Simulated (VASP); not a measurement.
# Li2O (Fm-3m) in VASP: notebook

The runs below take Li2O through single point, with PBE.

Everything below comes from runs of VASP 6.6.1. Logs are shortened: lines on timing, memory, paths and dates and some standing lists are left out, and cuts for length are marked.

## Step 1: The structure

It takes space group Fm-3m (No. 225, cubic). Conventional cell: a = 4.626 Å, b = 4.626 Å, c = 4.626 Å, α = 90.00°, β = 90.00°, γ = 90.00°. Li (site symmetry -43m) is surrounded by 4 O at 2.00 Å. Around O (site symmetry m-3m) lie 8 Li at 2.00 Å.

## Step 2: Single point, PBE

File INCAR:

```
PREC     = Accurate       # precision mode
ENCUT    = 520            # plane-wave cutoff, eV
EDIFF    = 1E-6           # SCF threshold, eV
ISMEAR   = 0              # smearing method
SIGMA    = 0.05           # smearing width, eV
LREAL    = False          # projectors in reciprocal space
LASPH    = True           # aspherical terms in the spheres
NELM     = 80             # most SCF steps
ALGO     = Normal         # electronic algorithm
ISIF     = 2              # what is computed and relaxed
LWAVE    = False          # write WAVECAR
LCHARG   = False          # write CHGCAR
GGA      = PE             # functional
NBANDS   = 13             # bands
```

File KPOINTS:

```
Automatic mesh
0
Gamma
  8 8 8
```

File POSCAR:

```
Li2O
1.0
    0.0000000000      2.3129114561      2.3129114561
    2.3129114561      0.0000000000      2.3129114561
    2.3129114561      2.3129114561      0.0000000000
Li O
2 1
Direct
    0.2500000000      0.2500000000      0.2500000000
    0.7500000000      0.7500000000      0.7500000000
    0.0000000000      0.0000000000      0.0000000000
```

Potentials or basis: VASP PAW PBE potentials, release 64 (Li_sv, O).

On the command line:

```bash
$ cat potpaw_PBE.64/Li_sv/POTCAR potpaw_PBE.64/O/POTCAR > POTCAR
$ mpirun -np 1 vasp_std > vasp.out
```

OUTCAR:

```text
PREC = Accurate
   ENCUT = 520
   EDIFF = 1E-6
   ISMEAR = 0
   LREAL = False
   LASPH = True
   NELM = 80
   ISIF = 2
   GGA = PE

 ion  position               nearest neighbor table
   1  0.250  0.250  0.250-   3 2.00   3 2.00   3 2.00   3 2.00   2 2.31   2 2.31   2 2.31   2 2.31
                             2 2.31   2 2.31
   2  0.750  0.750  0.750-   3 2.00   3 2.00   3 2.00   3 2.00   1 2.31   1 2.31   1 2.31   1 2.31
                             1 2.31   1 2.31
   3  0.000  0.000  0.000-   2 2.00   2 2.00   2 2.00   1 2.00   2 2.00   1 2.00   1 2.00   1 2.00

  LATTYP: Found a face centered cubic cell.
 ALAT       =     4.6258229122

  Lattice vectors:

 A1 = (   0.0000000000,   2.3129114561,   2.3129114561)
 A2 = (   2.3129114561,   0.0000000000,   2.3129114561)
 A3 = (   2.3129114561,   2.3129114561,   0.0000000000)

Analysis of symmetry for initial positions (statically):
=====================================================================
 Subroutine PRICEL returns:
 Original cell was already a primitive cell.

 Routine SETGRP: Setting up the symmetry group for a
 face centered cubic supercell.

 Subroutine GETGRP returns: Found 48 space group operations
 (whereof 48 operations were pure point group operations)
 out of a pool of 48 trial point group operations.

The static configuration has the point symmetry O_h .

Analysis of symmetry for dynamics (positions and initial velocities):
=====================================================================
 Subroutine PRICEL returns:
 Original cell was already a primitive cell.

 Routine SETGRP: Setting up the symmetry group for a
 face centered cubic supercell.

 Subroutine GETGRP returns: Found 48 space group operations
 (whereof 48 operations were pure point group operations)
 out of a pool of 48 trial point group operations.

The dynamic configuration has the point symmetry O_h .

 Subroutine INISYM returns: Found 48 space group operations
 (whereof 48 operations are pure point group operations),
 and found     1 'primitive' translations

----------------------------------------------------------------------------------------

                                     Primitive cell

  volume of cell :      24.7461

  direct lattice vectors                    reciprocal lattice vectors
     0.000000000  2.312911456  2.312911456    -0.216177752  0.216177752  0.216177752
     2.312911456  0.000000000  2.312911456     0.216177752 -0.216177752  0.216177752
     2.312911456  2.312911456  0.000000000     0.216177752  0.216177752 -0.216177752

  length of vectors
     3.270950750  3.270950750  3.270950750     0.374430851  0.374430851  0.374430851

  position of ions in fractional coordinates (direct lattice)
     0.250000000  0.250000000  0.250000000
     0.750000000  0.750000000  0.750000000
     0.000000000  0.000000000  0.000000000

  ion indices of the primitive-cell ions
   primitive index   ion index
                 1           1
                 2           2
                 3           3

----------------------------------------------------------------------------------------

 KPOINTS: Automatic mesh

Automatic generation of k-mesh.
 Grid dimensions read from file:
 generate k-points for:    8    8    8

 Generating k-lattice:

  Cartesian coordinates                     Fractional coordinates (reciprocal lattice)
    -0.027022219  0.027022219  0.027022219     0.125000000  0.000000000  0.000000000
     0.027022219 -0.027022219  0.027022219     0.000000000  0.125000000  0.000000000
     0.027022219  0.027022219 -0.027022219     0.000000000  0.000000000  0.125000000

  Length of vectors
     0.046803856  0.046803856  0.046803856

  Shift w.r.t. Gamma in fractional coordinates (k-lattice)
     0.000000000  0.000000000  0.000000000

 Subroutine IBZKPT returns following result:
 ===========================================

 Found     29 irreducible k-points:

 Following reciprocal coordinates:
            Coordinates               Weight
  0.000000  0.000000  0.000000      1.000000
  0.125000  0.000000  0.000000      8.000000
  0.250000  0.000000  0.000000      8.000000
  0.375000  0.000000  0.000000      8.000000
  0.500000  0.000000  0.000000      4.000000
  0.125000  0.125000  0.000000      6.000000
[... 16 lines left out ...]
  0.500000  0.250000  0.125000     48.000000
 -0.375000  0.250000  0.125000     24.000000
 [... further k-points ...]
   k-points           NKPTS =     29   k-points in BZ     NKDIM =     29   number of bands    NBANDS=     13
   number of dos      NEDOS =    301   number of ions     NIONS =      3
   total plane-waves  NPLWV =  13824
   dimension x,y,z NGX =    24 NGY =   24 NGZ =   24
   dimension x,y,z NGXF=    48 NGYF=   48 NGZF=   48
   ions per type =               2   1
   NGX,Y,Z   is equivalent  to a cutoff of  12.20, 12.20, 12.20 a.u.
   NGXF,Y,Z  is equivalent  to a cutoff of  24.40, 24.40, 24.40 a.u.
 SYSTEM =  unknown system
   PREC   = accura    normal or accurate (medium, high low for compatibility)
   ISTART =      0    job   : 0-new  1-cont  2-samecut
   ICHARG =      2    charge: 1-file 2-atom 10-const
   ISPIN  =      1    spin polarized calculation?
   LNONCOLLINEAR =      F non collinear calculations
   LSORBIT =      F    spin-orbit coupling
   LASPH  =      T    aspherical Exc in radial PAW
   ENCUT  =  520.0 eV  38.22 Ry    6.18 a.u.   6.08  6.08  6.08*2*pi/ulx,y,z
   NELM   =     80;   NELMIN=  2; NELMDL= -5     # of ELM steps
   EDIFF  = 0.1E-05   stopping-criterion for ELM
   LREAL  =      F    real-space projection
   EDIFFG = 0.1E-04   stopping-criterion for IOM
   NSW    =      0    number of steps for IOM
   IBRION =     -1    ionic relax: 0-MD 1-quasi-New 2-CG
   NFREE  =      0    steps in history (QN), initial steepest desc. (CG)
   ISIF   =      2    stress and relaxation
   ISYM   =      2    0-nonsym 1-usesym 2-fastsym
   POTIM  = 0.5000    time-step for ionic-motion
   TEBEG  =    0.0;   TEEND  =   0.0 temperature during run
   PSTRESS=    0.0 pullay stress
   NELECT =      12.0000    total number of electrons
   NUPDOWN=      -1.0000    fix difference up-down
   EMIN   =  10.00;   EMAX   =-10.00  energy-range for DOS
   EFERMI =   0.00;   METHOD = LEGACY
   ISMEAR =     0;   SIGMA  =   0.05  broadening in eV -4-tet -1-fermi 0-gaus
   EFERMI_NEDOS =   21; number of points for ismear=-14 and -15
   IALGO  =     38    algorithm
   IMIX   =      4    mixing-type and parameters
     AMIX     =   0.40;   BMIX     =  1.00
     AMIX_MAG =   1.60;   BMIX_MAG =  1.00
  volume/ion in A,a.u.               =       8.25        55.67
  Fermi-wavevector in a.u.,A,eV,Ry     =   1.286174  2.430516 22.507334  1.654242
  Thomas-Fermi vector in A             =   2.418264
   LORBIT       =      0    0 simple, 1 ext, 2 COOP (PROOUT), +10 PAW based schemes
   GGA     = PE    functional components
   LHFCALC =     F    Hartree Fock is set to
   AEXX    =    0.0000 exact exchange contribution
   IVDW    =     0    specifies the selected vdW correction
   LEPSILON=     F    determine dielectric tensor
   LRPA    =     F    only Hartree local field effects (RPA)
 non-spin polarized calculation
 Gauss-broadening in eV      SIGMA  =   0.05
  energy-cutoff  :      520.00
  volume of cell :       24.75
 maximum number of plane-waves:       684
   NGX = 13   NGY = 13   NGZ = 13

 number of electron      11.9999975 magnetization

 Free energy of the ion-electron system (eV)
  ---------------------------------------------------
  ext. energy  EPLUGINS =         0.00000000
  ---------------------------------------------------
  free energy    TOTEN  =       -14.34725154 eV

  energy without entropy =      -14.34725154  energy(sigma->0) =      -14.34725154

 E-fermi :   1.6692     XC(G=0):  -9.7347

 val. band max:        1.3197227358   @ k =   0.0000   0.0000   0.0000
 cond. band min:       6.2839585059   @ k =   0.5000   0.5000   0.0000
 fundamental gap:      4.9642357701
 Fermi energy:         1.6692235161

 k-point     1 :       0.0000    0.0000    0.0000
  band No.  band energies     occupation
      1     -41.6833      2.00000
      2     -41.3571      2.00000
      3     -14.1218      2.00000
      4       1.3197      2.00000
      5       1.3197      2.00000
      6       1.3197      2.00000
      7       6.5658      0.00000
      8      13.2282      0.00000
      9      13.2282      0.00000
     10      13.2282      0.00000
     11      20.2708      0.00000
     12      20.2708      0.00000
     13      20.2708      0.00000

 k-point     2 :       0.1250    0.0000    0.0000
  band No.  band energies     occupation
      1     -41.6689      2.00000
      2     -41.3679      2.00000
      3     -14.0920      2.00000
      4       0.8110      2.00000
      5       1.2481      2.00000
      6       1.2481      2.00000
      7       6.9839      0.00000
      8      13.2444      0.00000
      9      13.4424      0.00000
     10      13.4424      0.00000
     11      18.9272      0.00000
     12      18.9272      0.00000
     13      20.7809      0.00000

 k-point     3 :       0.2500    0.0000    0.0000
  band No.  band energies     occupation
      1     -41.6289      2.00000
      2     -41.3990      2.00000
      3     -14.0158      2.00000
      4      -0.2255      2.00000
      5       1.0855      2.00000
      6       1.0855      2.00000
      7       7.9807      0.00000
      8      13.0149      0.00000
      9      13.6997      0.00000
     10      13.6997      0.00000
     11      18.0744      0.00000
     12      18.0744      0.00000
     13      22.0487      0.00000

 k-point     4 :       0.3750    0.0000    0.0000
  band No.  band energies     occupation
      1     -41.5716      2.00000
      2     -41.4474      2.00000
      3     -13.9339      2.00000
      4      -1.1037      2.00000
      5       0.9354      2.00000
      6       0.9354      2.00000
      7       9.2907      0.00000
      8      12.1829      0.00000
      9      13.5180      0.00000
     10      13.5180      0.00000
     11      18.5766      0.00000
     12      18.5766      0.00000
     13      23.4226      0.00000

 k-point     5 :       0.5000    0.0000    0.0000
  band No.  band energies     occupation
      1     -41.5081      2.00000
      2     -41.5070      2.00000
      3     -13.8979      2.00000
      4      -1.4371      2.00000
      5       0.8765      2.00000
      6       0.8765      2.00000
      7      10.5029      0.00000
      8      11.1009      0.00000
      9      13.3543      0.00000
     10      13.3543      0.00000
     11      19.1070      0.00000
     12      19.1070      0.00000
     13      24.0691      0.00000
[... 257 lines left out ...]
 k-point    22 :       0.3750    0.2500    0.1250
  band No.  band energies     occupation
      1     -41.6027      2.00000
      2     -41.4183      2.00000
      3     -13.9621      2.00000
      4      -0.3277      2.00000
      5       0.4700      2.00000
      6       0.8974      2.00000
      7       8.0604      0.00000
      8      12.7884      0.00000
      9      14.0598      0.00000
     10      15.2992      0.00000
     11      15.3804      0.00000
     12      21.2147      0.00000
     13      23.5451      0.00000

 k-point    23 :       0.5000    0.2500    0.1250
  band No.  band energies     occupation
      1     -41.5566      2.00000
      2     -41.4570      2.00000
      3     -13.8973      2.00000
      4      -0.8828      2.00000
      5       0.2962      2.00000
      6       0.6810      2.00000
      7       8.7701      0.00000
      8      12.0118      0.00000
      9      14.3638      0.00000
     10      14.8206      0.00000
     11      17.0571      0.00000
     12      20.5635      0.00000
     13      23.7267      0.00000

 k-point    24 :      -0.3750    0.2500    0.1250
  band No.  band energies     occupation
      1     -41.5056      2.00000
      2     -41.5050      2.00000
      3     -13.8693      2.00000
      4      -1.1257      2.00000
      5       0.3207      2.00000
      6       0.5171      2.00000
      7       9.2515      0.00000
      8      11.5380      0.00000
      9      14.3452      0.00000
     10      14.6957      0.00000
     11      18.8077      0.00000
     12      19.1729      0.00000
     13      24.2556      0.00000

 [... further k-points ...]
[... 5 lines left out ...]
  --------------------------------------------------------------------------------------
  -------------------------------------------------------------------------------------
  Total        0.0010129      0.0010129      0.0010129      0.0000000     -0.0000000      0.0000000
  in kB        0.0655773      0.0655773      0.0655773      0.0000000     -0.0000000      0.0000000
  external PRESSURE =       0.0655773 kB  Pullay stress =       0.0000000 kB

 VOLUME and BASIS-vectors are now :
 -----------------------------------------------------------------------------
  energy-cutoff  :      520.00
  volume of cell :       24.75
      direct lattice vectors                 reciprocal lattice vectors
     0.000000000  2.312911456  2.312911456    -0.216177752  0.216177752  0.216177752
     2.312911456  0.000000000  2.312911456     0.216177752 -0.216177752  0.216177752
     2.312911456  2.312911456  0.000000000     0.216177752  0.216177752 -0.216177752

 POSITION                                       TOTAL-FORCE (eV/Angst)
 -----------------------------------------------------------------------------------
      1.15646      1.15646      1.15646         0.000000      0.000000      0.000000
      3.46937      3.46937      3.46937        -0.000000     -0.000000     -0.000000
      0.00000      0.00000      0.00000        -0.000000     -0.000000     -0.000000
 -----------------------------------------------------------------------------------
    total drift:                               -0.000000      0.000000      0.000000

  FREE ENERGIE OF THE ION-ELECTRON SYSTEM (eV)
  ---------------------------------------------------
  free  energy   TOTEN  =       -14.3472515447 eV

  energy  without entropy=      -14.3472515447  energy(sigma->0) =      -14.34725154
```

Run time: 3.7 s. Hardware: 1 thread of Intel Xeon 6975P-C (Granite Rapids), shared host; peak memory 0.13 GiB.

Results:

```
Free energy            : -14.3473 eV
Band gap on the k mesh : 4.96 eV, indirect (least direct gap 5.25 eV)
```

Caveat: the cutoff is under 1.25 times the usual one of these potentials, so pressure, stress and relaxed cells hold a basis-set (Pulay) error. A k mesh can miss the band edges.

## Step 3: Single point, PBE (mode 4 frozen in at -0.027 Å, equal normal strain along x, y and z -0.0083)

File INCAR:

```
PREC = Accurate ; ENCUT = 520
EDIFF = 1E-6 ; ISMEAR = 0
SIGMA = 0.05 ; LREAL = F
LASPH = T ; NELM = 60
ALGO = Normal ; ISIF = 2
LWAVE = F ; LCHARG = T
GGA = PE ; LELF = T
LVHAR = T ; NBANDS = 13
```

KPOINTS is that of step 2.

File POSCAR:

```
Li2O
1.0
    0.0000000000      2.2937142910      2.2937142910
    2.2937142910      0.0000000000      2.2937142910
    2.2937142910      2.2937142910      0.0000000000
Li O
2 1
Direct
    0.2557503282      0.2442496718      0.2442496718
    0.7557503282      0.7442496718      0.7442496718
   -0.0049887215      0.0049887215      0.0049887215
```

Potentials or basis: VASP PAW PBE potentials, release 64 (Li_sv, O).

On the command line:

```bash
$ cat potpaw_PBE.64/Li_sv/POTCAR potpaw_PBE.64/O/POTCAR > POTCAR
$ mpirun -np 1 vasp_std > vasp.out
```

OUTCAR:

```text
PREC = Accurate
   ENCUT = 520
   EDIFF = 1E-6
   ISMEAR = 0
   LREAL = F
   LASPH = T
   NELM = 60
   ISIF = 2
   GGA = PE

 ion  position               nearest neighbor table
   1  0.256  0.244  0.244-   3 1.96   3 1.96   3 2.02   3 2.02   2 2.29   2 2.29   2 2.29   2 2.29
                             2 2.29   2 2.29
   2  0.756  0.744  0.744-   3 1.96   3 1.96   3 2.02   3 2.02   1 2.29   1 2.29   1 2.29   1 2.29
                             1 2.29   1 2.29
   3  0.995  0.005  0.005-   1 1.96   2 1.96   2 1.96   1 1.96   2 2.02   1 2.02   1 2.02   2 2.02

[... 581 lines left out ...]
  FORCE on cell =-STRESS in cart. coord.  units (eV):
  Direction    XX          YY          ZZ          XY          YZ          ZX
  --------------------------------------------------------------------------------------
  -------------------------------------------------------------------------------------
  Total        0.3297136      0.3473286      0.3473286     -0.0000000      0.0000000      0.0000000
  in kB       21.8876704     23.0570166     23.0570166     -0.0000000      0.0000000      0.0000000
  external PRESSURE =      22.6672346 kB  Pullay stress =       0.0000000 kB

 VOLUME and BASIS-vectors are now :
 -----------------------------------------------------------------------------
  energy-cutoff  :      520.00
  volume of cell :       24.14
      direct lattice vectors                 reciprocal lattice vectors
     0.000000000  2.293714291  2.293714291    -0.217987045  0.217987045  0.217987045
     2.293714291  0.000000000  2.293714291     0.217987045 -0.217987045  0.217987045
     2.293714291  2.293714291  0.000000000     0.217987045  0.217987045 -0.217987045

 POSITION                                       TOTAL-FORCE (eV/Angst)
 -----------------------------------------------------------------------------------
      1.12048      1.14686      1.14686         0.137887      0.000000      0.000000
      3.41419      3.44057      3.44057         0.137887     -0.000000     -0.000000
      0.02289      2.29371      2.29371        -0.275775      0.000000      0.000000
 -----------------------------------------------------------------------------------
    total drift:                               -0.002015     -0.000007     -0.000009

  FREE ENERGIE OF THE ION-ELECTRON SYSTEM (eV)
  ---------------------------------------------------
  free  energy   TOTEN  =       -14.3350900356 eV

  energy  without entropy=      -14.3350900356  energy(sigma->0) =      -14.33509004
```

Wall time 6.2 s (1 thread of Intel Xeon 6975P-C (Granite Rapids), shared host); peak memory 0.14 GiB.

Results:

- Free energy: -14.3351 eV
- Largest force: 0.276 eV/Å
- Band gap on the k mesh: 5.01 eV, indirect (least direct gap 5.42 eV)

Forces on the atoms (eV/Å):
```
Li   0.138  0.000  0.000
Li   0.138  0.000  0.000
O   -0.276  0.000  0.000
```

Levels at points of the mesh, in eV from the valence-band top:
| k point | band 3 | band 4 | band 5 | band 6 | band 7 | band 8 | band 9 | band 10 |
| --- | --- | --- | --- | --- | --- | --- | --- | --- |
| (0.00, 0.00, 0.00) | -15.49 | -0.01 | -0.01 | 0.00 | 5.42 | 12.05 | 12.06 | 12.06 |
| (0.50, 0.00, 0.00) | -15.26 | -2.82 | -0.46 | -0.46 | 9.34 | 10.02 | 12.17 | 12.17 |
| (0.50, 0.50, 0.00) | -15.22 | -1.61 | -1.42 | -1.42 | 5.01 | 13.64 | 13.74 | 14.99 |
| (0.00, 0.50, 0.50) | -15.21 | -1.62 | -1.42 | -1.42 | 5.02 | 13.73 | 13.73 | 14.97 |

Caveat: the cutoff is under 1.25 times the usual one of these potentials, so pressure, stress and relaxed cells hold a basis-set (Pulay) error. A k mesh can miss the band edges.
